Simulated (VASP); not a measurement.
The system is CaS.

```xyz
2
Lattice="0.0000 2.8479 2.8479 2.8479 0.0000 2.8479 2.8479 2.8479 0.0000" Properties=species:S:1:pos:R:3 pbc="T T T"
Ca    0.0000    0.0000    0.0000
S     2.8479    2.8479    2.8479
```

The cell was built by a generator and needn't be a form met in nature.

Base run:

| Item | Value |
| --- | --- |
| Program | VASP 6.6.1 |
| Functional | r2SCAN |
| Potentials or basis | VASP PAW PBE potentials, release 64 (Ca_sv, S) |
| Cutoff | 520 eV |
| k mesh | 6 × 6 × 6 |
| Occupations | gaussian, width 0.01 eV |
| Spin | no spin polarisation |

Its results: band gap on the k mesh 2.80 eV, indirect (least direct gap 3.63 eV); pressure 0.3 GPa.

Task: The run is repeated on the same cell with these changes: functional from r2SCAN to HSE06; k mesh from 6 × 6 × 6 to 4 × 4 × 4. What comes out?

Result: Band gap on the k mesh 3.40 eV, indirect (least direct gap 4.31 eV); pressure 0.3 GPa.

Several settings changed at once, so the effect can't be laid on one alone.

Caveats: some runs use coarse meshes; the PAW data sets were made with another functional, which shifts forces and pressure a little.

A k mesh can miss the band edges.
